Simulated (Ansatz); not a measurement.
**TaN: do energies and stresses tell the same story?**

Level of theory: DFT r2SCAN, scalar-relativistic, plane waves, PAW in Ansatz.

Settings: cutoff 500 eV, Γ-centred mesh 18×18×8 on the computed 4-atom cell, Gaussian smearing of 0.10 eV; no spin polarisation.

Relaxed cell: P6_3mc, a = 3.134 Å, b = 3.134 Å, c = 6.087 Å, α = 90.00°, β = 90.00°, γ = 120.00°, 4 atoms in the primitive cell. This wurtzite form isn't the usual stable structure of the compound.

Energies at zero smearing and pressures from the stress tensor, at volumes with shape and atoms relaxed:
| V (Å³/atom) | E − E(first) (meV/atom) | P (GPa) |
| --- | --- | --- |
| 11.394 | 0.00 | 41.26 |
| 11.782 | -84.25 | 28.62 |
| 12.171 | -139.98 | 17.67 |
| 12.559 | -171.03 | 8.20 |
| 12.948 | -180.71 | 0.00 |
| 13.336 | -171.91 | -7.08 |
| 13.724 | -147.17 | -13.18 |
| 14.242 | -93.18 | -19.99 |

Q: Check P = −dE/dV between neighbouring volumes, and get the bulk modulus from the pressures alone.

A: With 1 eV/Å³ = 160.2 GPa:
```
middle V (Å³/atom)  −ΔE/ΔV (GPa) mean P (GPa)
            11.588        34.751        34.937
            11.977        22.987        23.146
            12.365        12.806        12.938
            12.753         3.993         4.100
            13.142        -3.628        -3.541
            13.530       -10.206       -10.130
            13.983       -16.701       -16.583
```

The two differ by 0.19 GPa at most. The mean of two end pressures misses the average over a step by about ΔV² P″/12, up to 0.15 GPa here; with that taken off 0.04 GPa remains. The stress is the derivative of the free energy, not of the energy at zero smearing, and with free energies 0.00 GPa remains. Around V = 12.948 Å³/atom, the two neighbours give B = −V ΔP/ΔV = 12.948 × 15.28 / 0.777 = 254.7 GPa, against B0 = 252.9 GPa from the Birch–Murnaghan fit of the energies.

Spin–orbit coupling is left out, which can shift energies with elements as heavy as these.